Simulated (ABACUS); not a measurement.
Write an ASE script for ABACUS 3.10.1 that does the following.

```
Task                                          : single point
Functional                                    : LDA
Potentials or basis                           : GBRV ultrasoft 1.5 LDA
Cutoff                                        : 544 eV
Density cutoff                                : 4354 eV
Basis                                         : plane waves
k mesh                                        : 9 × 9 × 9
Occupations                                   : fermi-dirac, width 0.05 eV
Spin                                          : no spin polarisation
Radial cutoff of the potentials (pseudo_rcut) : 10 bohr
SCF threshold on the density                  : 1e-08
Max SCF steps                                 : 100
Eigensolver                                   : dav
Mixing                                        : broyden
Mixing share                                  : 0.7
Symmetry key                                  : 1
Bands                                         : 12
```

The structure of Al lies in Al.cif:

```cif
data_Al
_cell_length_a 4.04961000
_cell_length_b 4.04961000
_cell_length_c 4.04961000
_cell_angle_alpha 90.00000000
_cell_angle_beta 90.00000000
_cell_angle_gamma 90.00000000
_space_group_name_H-M_alt 'Fm-3m'
_space_group_name_Hall '-F 4 2 3'
_space_group_IT_number 225
loop_
_space_group_symop_operation_xyz
'x,y,z'
'-x,-y,-z'
'-y,x,z'
'y,-x,-z'
'-x,-y,z'
'x,y,-z'
'y,-x,z'
'-y,x,-z'
'x,-y,-z'
'-x,y,z'
'-y,-x,-z'
'y,x,z'
'-x,y,-z'
'x,-y,z'
'y,x,-z'
'-y,-x,z'
'z,x,y'
'-z,-x,-y'
'z,-y,x'
'-z,y,-x'
'z,-x,-y'
'-z,x,y'
'z,y,-x'
'-z,-y,x'
'-z,x,-y'
'z,-x,y'
'-z,-y,-x'
'z,y,x'
'-z,-x,y'
'z,x,-y'
'-z,y,x'
'z,-y,-x'
'y,z,x'
'-y,-z,-x'
'x,z,-y'
'-x,-z,y'
'-y,z,-x'
'y,-z,x'
'-x,z,y'
'x,-z,-y'
'-y,-z,x'
'y,z,-x'
'-x,-z,-y'
'x,z,y'
'y,-z,-x'
'-y,z,x'
'x,-z,y'
'-x,z,-y'
'x,y+1/2,z+1/2'
'-x,-y+1/2,-z+1/2'
'-y,x+1/2,z+1/2'
'y,-x+1/2,-z+1/2'
'-x,-y+1/2,z+1/2'
'x,y+1/2,-z+1/2'
'y,-x+1/2,z+1/2'
'-y,x+1/2,-z+1/2'
'x,-y+1/2,-z+1/2'
'-x,y+1/2,z+1/2'
'-y,-x+1/2,-z+1/2'
'y,x+1/2,z+1/2'
'-x,y+1/2,-z+1/2'
'x,-y+1/2,z+1/2'
'y,x+1/2,-z+1/2'
'-y,-x+1/2,z+1/2'
'z,x+1/2,y+1/2'
'-z,-x+1/2,-y+1/2'
'z,-y+1/2,x+1/2'
'-z,y+1/2,-x+1/2'
'z,-x+1/2,-y+1/2'
'-z,x+1/2,y+1/2'
'z,y+1/2,-x+1/2'
'-z,-y+1/2,x+1/2'
'-z,x+1/2,-y+1/2'
'z,-x+1/2,y+1/2'
'-z,-y+1/2,-x+1/2'
'z,y+1/2,x+1/2'
'-z,-x+1/2,y+1/2'
'z,x+1/2,-y+1/2'
'-z,y+1/2,x+1/2'
'z,-y+1/2,-x+1/2'
'y,z+1/2,x+1/2'
'-y,-z+1/2,-x+1/2'
'x,z+1/2,-y+1/2'
'-x,-z+1/2,y+1/2'
'-y,z+1/2,-x+1/2'
'y,-z+1/2,x+1/2'
'-x,z+1/2,y+1/2'
'x,-z+1/2,-y+1/2'
'-y,-z+1/2,x+1/2'
'y,z+1/2,-x+1/2'
'-x,-z+1/2,-y+1/2'
'x,z+1/2,y+1/2'
'y,-z+1/2,-x+1/2'
'-y,z+1/2,x+1/2'
'x,-z+1/2,y+1/2'
'-x,z+1/2,-y+1/2'
'x+1/2,y,z+1/2'
'-x+1/2,-y,-z+1/2'
'-y+1/2,x,z+1/2'
'y+1/2,-x,-z+1/2'
'-x+1/2,-y,z+1/2'
'x+1/2,y,-z+1/2'
'y+1/2,-x,z+1/2'
'-y+1/2,x,-z+1/2'
'x+1/2,-y,-z+1/2'
'-x+1/2,y,z+1/2'
'-y+1/2,-x,-z+1/2'
'y+1/2,x,z+1/2'
'-x+1/2,y,-z+1/2'
'x+1/2,-y,z+1/2'
'y+1/2,x,-z+1/2'
'-y+1/2,-x,z+1/2'
'z+1/2,x,y+1/2'
'-z+1/2,-x,-y+1/2'
'z+1/2,-y,x+1/2'
'-z+1/2,y,-x+1/2'
'z+1/2,-x,-y+1/2'
'-z+1/2,x,y+1/2'
'z+1/2,y,-x+1/2'
'-z+1/2,-y,x+1/2'
'-z+1/2,x,-y+1/2'
'z+1/2,-x,y+1/2'
'-z+1/2,-y,-x+1/2'
'z+1/2,y,x+1/2'
'-z+1/2,-x,y+1/2'
'z+1/2,x,-y+1/2'
'-z+1/2,y,x+1/2'
'z+1/2,-y,-x+1/2'
'y+1/2,z,x+1/2'
'-y+1/2,-z,-x+1/2'
'x+1/2,z,-y+1/2'
'-x+1/2,-z,y+1/2'
'-y+1/2,z,-x+1/2'
'y+1/2,-z,x+1/2'
'-x+1/2,z,y+1/2'
'x+1/2,-z,-y+1/2'
'-y+1/2,-z,x+1/2'
'y+1/2,z,-x+1/2'
'-x+1/2,-z,-y+1/2'
'x+1/2,z,y+1/2'
'y+1/2,-z,-x+1/2'
'-y+1/2,z,x+1/2'
'x+1/2,-z,y+1/2'
'-x+1/2,z,-y+1/2'
'x+1/2,y+1/2,z'
'-x+1/2,-y+1/2,-z'
'-y+1/2,x+1/2,z'
'y+1/2,-x+1/2,-z'
'-x+1/2,-y+1/2,z'
'x+1/2,y+1/2,-z'
'y+1/2,-x+1/2,z'
'-y+1/2,x+1/2,-z'
'x+1/2,-y+1/2,-z'
'-x+1/2,y+1/2,z'
'-y+1/2,-x+1/2,-z'
'y+1/2,x+1/2,z'
'-x+1/2,y+1/2,-z'
'x+1/2,-y+1/2,z'
'y+1/2,x+1/2,-z'
'-y+1/2,-x+1/2,z'
'z+1/2,x+1/2,y'
'-z+1/2,-x+1/2,-y'
'z+1/2,-y+1/2,x'
'-z+1/2,y+1/2,-x'
'z+1/2,-x+1/2,-y'
'-z+1/2,x+1/2,y'
'z+1/2,y+1/2,-x'
'-z+1/2,-y+1/2,x'
'-z+1/2,x+1/2,-y'
'z+1/2,-x+1/2,y'
'-z+1/2,-y+1/2,-x'
'z+1/2,y+1/2,x'
'-z+1/2,-x+1/2,y'
'z+1/2,x+1/2,-y'
'-z+1/2,y+1/2,x'
'z+1/2,-y+1/2,-x'
'y+1/2,z+1/2,x'
'-y+1/2,-z+1/2,-x'
'x+1/2,z+1/2,-y'
'-x+1/2,-z+1/2,y'
'-y+1/2,z+1/2,-x'
'y+1/2,-z+1/2,x'
'-x+1/2,z+1/2,y'
'x+1/2,-z+1/2,-y'
'-y+1/2,-z+1/2,x'
'y+1/2,z+1/2,-x'
'-x+1/2,-z+1/2,-y'
'x+1/2,z+1/2,y'
'y+1/2,-z+1/2,-x'
'-y+1/2,z+1/2,x'
'x+1/2,-z+1/2,y'
'-x+1/2,z+1/2,-y'
loop_
_atom_site_label
_atom_site_type_symbol
_atom_site_symmetry_multiplicity
_atom_site_Wyckoff_symbol
_atom_site_fract_x
_atom_site_fract_y
_atom_site_fract_z
_atom_site_occupancy
Al1 Al 4 a 0.0000000000 0.0000000000 0.0000000000 1
```

The input as run:

run_abacus.py

```python
"""ABACUS run from a structure file: ASE reads it, the script writes STRU, KPT and INPUT."""
import re
import subprocess
import spglib
from ase import Atoms
from ase.io import read
from ase.units import Bohr

atoms = read("Al.cif")
cell, frac, numbers = spglib.standardize_cell((atoms.cell[:], atoms.get_scaled_positions(), atoms.numbers), to_primitive=True, symprec=1e-4)
atoms = Atoms(numbers=numbers, cell=cell, scaled_positions=frac, pbc=True)  # the primitive cell
atoms = atoms[(-atoms.numbers).argsort(kind="stable")]  # ABACUS lists atoms element by element
pseudo = {'Al': 'al_lda_v1.uspp.F.UPF'}
orbital = {}
magmoms = None
kmesh = [9, 9, 9]
params = {
    'suffix': 'Al',
    'calculation': 'scf',
    'basis_type': 'pw',
    'pseudo_dir': './',
    'symmetry': 1,
    'dft_functional': 'pz',
    'ecutwfc': 40,
    'pseudo_rcut': 10,
    'nspin': 1,
    'nbands': 12,
    'ks_solver': 'dav',
    'smearing_method': 'fd',
    'smearing_sigma': 0.00367493,
    'scf_thr': 1e-08,
    'scf_nmax': 100,
    'mixing_type': 'broyden',
    'mixing_beta': 0.7,
    'cal_force': 1,
    'cal_stress': 1,
    'ecutrho': 320,
    'out_chg': 1,
    'kpar': 4,
}

symbols = atoms.get_chemical_symbols()
elements = list(dict.fromkeys(symbols))
lines = ["ATOMIC_SPECIES"] + [f"{e} {atoms.get_masses()[symbols.index(e)]:.4f} {pseudo[e]}" for e in elements]
if orbital:
    lines += ["", "NUMERICAL_ORBITAL"] + [orbital[e] for e in elements]
lines += ["", "LATTICE_CONSTANT", f"{1 / Bohr:.10f}", "", "LATTICE_VECTORS"]
lines += [" ".join(f"{x:.10f}" for x in v) for v in atoms.cell]
lines += ["", "ATOMIC_POSITIONS", "Direct"]
for e in elements:
    lines += ["", e, "0.0", str(symbols.count(e))]
    for i, p in enumerate(atoms.get_scaled_positions(wrap=False)):
        if symbols[i] == e:
            mag = "" if magmoms is None else " mag " + " ".join(str(x) for x in (magmoms[i] if isinstance(magmoms[i], list) else [magmoms[i]]))
            lines.append(" ".join(f"{x:.10f}" for x in p) + " 1 1 1" + mag)
open("STRU", "w").write("\n".join(lines) + "\n")
open("KPT", "w").write("K_POINTS\n0\nGamma\n%d %d %d 0 0 0\n" % tuple(kmesh))
open("INPUT", "w").write("INPUT_PARAMETERS\n" + "".join(f"{k:<20s}{v}\n" for k, v in params.items()))

done = subprocess.run(['mpirun', '-np', '4', 'abacus'])
if done.returncode:
    raise SystemExit(done.returncode)
log = open("OUT.Al/running_scf.log").read()
print("final energy (eV):", re.findall(r"FINAL_ETOT_IS (\S+)", log))
```

Potentials or basis: GBRV ultrasoft 1.5 LDA, plane waves.

The run is started by

```bash
$ OMP_NUM_THREADS=1 python run_abacus.py > log
```

Results of the run:

- Pressure: -3.5 GPa
- Band gap on the k mesh: none (metal or under the smearing width)

Wall time 2.1 s on 4 MPI ranks on Intel(R) Xeon(R) Platinum 8488C (Sapphire Rapids) (shared host), peak memory 0.36 GiB a rank.
